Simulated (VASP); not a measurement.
Here is a VASP 6.6.1 calculation.

The input INCAR:

```
SYSTEM = Li2O
PREC     = Accurate       ! precision mode
ENCUT    = 600            ! plane-wave cutoff, eV
EDIFF    = 1E-6           ! SCF threshold, eV
ISMEAR   = 0              ! smearing method
SIGMA    = 0.02           ! smearing width, eV
LREAL    = .FALSE.        ! projectors in reciprocal space
LASPH    = .TRUE.         ! aspherical terms in the spheres
NELM     = 60             ! most SCF steps
ALGO     = Normal         ! electronic algorithm
ISIF     = 3              ! what is computed and relaxed
LWAVE    = .FALSE.        ! write WAVECAR
LCHARG   = .FALSE.        ! write CHGCAR
GGA      = PE             ! functional
IBRION   = 2              ! ionic algorithm
NSW      = 100            ! ionic steps
EDIFFG   = -0.005         ! ionic threshold
```

File KPOINTS:

```
regular mesh
0
G
  8 8 8
  0 0 0
```

File POSCAR:

```
Li2O
1.0
    0.0000000000      2.3050000000      2.3050000000
    2.3050000000      0.0000000000      2.3050000000
    2.3050000000      2.3050000000      0.0000000000
Li O
2 1
Direct
    0.2500000000      0.2500000000      0.2500000000
    0.7500000000      0.7500000000      0.7500000000
    0.0000000000      0.0000000000      0.0000000000
```

Potentials or basis: VASP PAW PBE potentials, release 64 (Li_sv, O).

Command:

```bash
$ cat potpaw_PBE.64/Li_sv/POTCAR potpaw_PBE.64/O/POTCAR > POTCAR
$ mpirun -np 1 vasp_std > vasp.out
```

Q: Estimate the relaxed cell.

A: a = 3.267 Å, b = 3.267 Å, c = 3.267 Å, α = 60.00°, β = 60.00°, γ = 60.00°.

Q: Estimate the space group after relaxing (to 0.05 Å).

A: Fm-3m (No. 225).

Q: What does it give for the relaxed volume?

A: 8.22 Å³/atom.

Q: What does it give for the band gap on the k mesh?

A: 4.97 eV, indirect (least direct gap 5.27 eV).

Final structure:
```
Li O
1.0
     0.00000    2.31041    2.31041
     2.31041    0.00000    2.31041
     2.31041    2.31041    0.00000
Li O
2 1
Direct
  0.25000 0.25000 0.25000
  0.75000 0.75000 0.75000
  0.00000 0.00000 0.00000
```

Caveat: the cutoff is under 1.25 times the usual one of these potentials, so pressure, stress and relaxed cells hold a basis-set (Pulay) error. A k mesh can miss the band edges.
